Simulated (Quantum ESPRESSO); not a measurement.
FeO:

```
Fe O
1.0
     2.61247    0.00000    0.00000
     0.00000    2.61247    0.00000
     0.00000    0.00000    2.61247
Fe O
1 1
Direct
  0.00000 0.00000 0.00000
  0.50000 0.50000 0.50000
```

The cell comes from a database or a generator and needn't be the stable form of this composition.

- Program: Quantum ESPRESSO 7.5
- Task: phonons
- Functional: LDA
- Potentials or basis: GBRV 1.5 LDA
- Cutoff: 762 eV
- Density cutoff: 6095 eV
- k mesh: 8 × 8 × 8, shifted
- Occupations: fermi-dirac, width 0.05 eV
- Spin: collinear spin, ferromagnetic start
- Starting moments: [3.0, 0.0] μB
- Target pressure: 20 GPa
- Form of the LDA correlation: PZ81
- Mixing beta: 0.3
- Most SCF iterations: 120
- SCF threshold: 4e-10 Ry

The cell and the atoms were relaxed first at 20 GPa, to 7.99 Å³/atom (a = 2.519 Å, b = 2.519 Å, c = 2.519 Å, α = 90.00°, β = 90.00°, γ = 90.00°), and the response was taken there.

Task: What is the highest optical frequency at the zone centre?

Result: 257 cm⁻¹, a mode of symmetry T1u (IR).

Optical modes at Γ, degenerate ones joined:
| cm⁻¹ | components | symmetry | active in |
| --- | --- | --- | --- |
| 257 | 3 | T1u | IR |

Caveat: the mesh is thin for the phonons of a metal; the cell is more than 3 GPa from zero pressure, which shifts response properties; a cell with one magnetic atom can't hold antiferromagnetic order, which such compounds often take.
